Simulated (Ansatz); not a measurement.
# NaI in Ansatz: the effect of functional

NaI:

```
I Na
1.0
     0.00000    3.25783    3.25783
     3.25783    0.00000    3.25783
     3.25783    3.25783    0.00000
I Na
1 1
Direct
  0.50000 0.50000 0.50000
  0.00000 0.00000 0.00000
```

The cell isn't the ideal one: volume scaled by 1.02.

Alike in all runs:

| Property | Result |
| --- | --- |
| Program | Ansatz 0.2.0 |
| Task | single point |
| Potentials or basis | Ansatz PAW |
| k mesh | 7 × 7 × 7 |
| Occupations | fermi-dirac, width 0.05 eV |
| Spin | no spin polarisation |

| functional | cutoff | gap on the mesh (eV) | pressure (GPa) |
| --- | --- | --- | --- |
| LDA | 420 eV (not typed: the program's choice for these potentials) | ? | ? |
| PBEsol | 420 eV (not typed: the program's choice for these potentials) | 3.46 | -0.8 |
| r2SCAN | 500 eV (not typed: the program's choice for these potentials) | 4.37 | -0.4 |

Task: What does the run with functional LDA give?

Result: gap on the mesh 3.28 eV; pressure -1.9 GPa.

Caveats: odd divisions of the mesh miss points on the zone boundary, where band edges often lie, so the gap on the mesh can be too wide; spin-orbit coupling is left out, which moves the levels of the heavy elements; the PAW data sets come from PBE, with cores solved anew for the run's functional, which leaves a small shift of forces and pressure.

